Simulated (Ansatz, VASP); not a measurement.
**Ti: VASP beside Ansatz**

Contents of INCAR:

```
SYSTEM = Ti
ALGO = Normal ; EDIFF = 1E-6
EDIFFG = -0.01 ; ENCUT = 600
GGA = PS ; IBRION = 2
ISIF = 3 ; ISMEAR = 0
LASPH = .TRUE. ; LCHARG = .FALSE.
LREAL = .FALSE. ; LWAVE = .FALSE.
NELM = 100 ; NSW = 100
PREC = Accurate ; SIGMA = 0.1
```

Contents of KPOINTS:

```
k-points
0
G
  15 15 24
  0 0 0
```

Contents of POSCAR:

```
Ti
1.0
    4.6837902718      0.0000000000      0.0000000000
   -2.3418951359      4.0562813613      0.0000000000
    0.0000000000      0.0000000000      2.3741198153
Ti
2
Direct
    0.3333333333      0.6666666667      0.0000000000
    0.6666666667      0.3333333333      0.0000000000
```

Input for Ansatz:

```yaml
crystal:
  lattice:
    - [4.6837902718, 0.0, 0.0]
    - [-2.3418951359, 4.0562813613, 0.0]
    - [0.0, 0.0, 2.3741198153]
  atoms:
    - { symbol: Ti, position: [0.3333333333, 0.6666666667, 0.0] }
    - { symbol: Ti, position: [0.6666666667, 0.3333333333, 0.0] }
basis:
  ecutwfc: 420
kpoints:
  mp_grid: { grid: [15, 15, 24] }
hamiltonian:
  xc: pbesol
scf:
  occupations: { method: gaussian, width: 0.1 }
output:
  forces: true
  stress: true
  eigenvalues: true
relax:
  adjacent_minimum: "off"
  f_tol: 0.01
  max_steps: 80
  cell: { stress_tol: 0.05 }
```

Alike in both runs: task relaxation of cell and atoms; functional PBEsol; k mesh 15 × 15 × 24; occupations gaussian, width 0.1 eV; no spin polarisation.

|  | VASP | Ansatz |
| --- | --- | --- |
| version | VASP 6.6.1 | Ansatz 0.2.0 |
| potentials or method | VASP PAW PBE potentials, release 64 (Ti_sv) | scalar-relativistic, plane waves, PAW |
| plane-wave cutoff (eV) | 600 | 420 |
| valence electrons in the cell | 24 | 24 |

Ansatz gave:

```
gap on the k mesh at the Fermi level, each at its own relaxed structure (eV) : none
relaxed volume (Å³/atom)                                                     : 22.57
relaxed cell length with the largest relative difference (Å)                 : 4.685
```

Task: Which values does VASP return?

Result: gap on the k mesh at the Fermi level, each at its own relaxed structure (eV): none; relaxed volume (Å³/atom): 22.54; relaxed cell length with the largest relative difference (Å): 4.679.

A gap of «none» marks a metal or a gap that the smearing closes.

Caveats: the PAW data sets were made with another functional, which shifts forces and pressure a little (VASP).
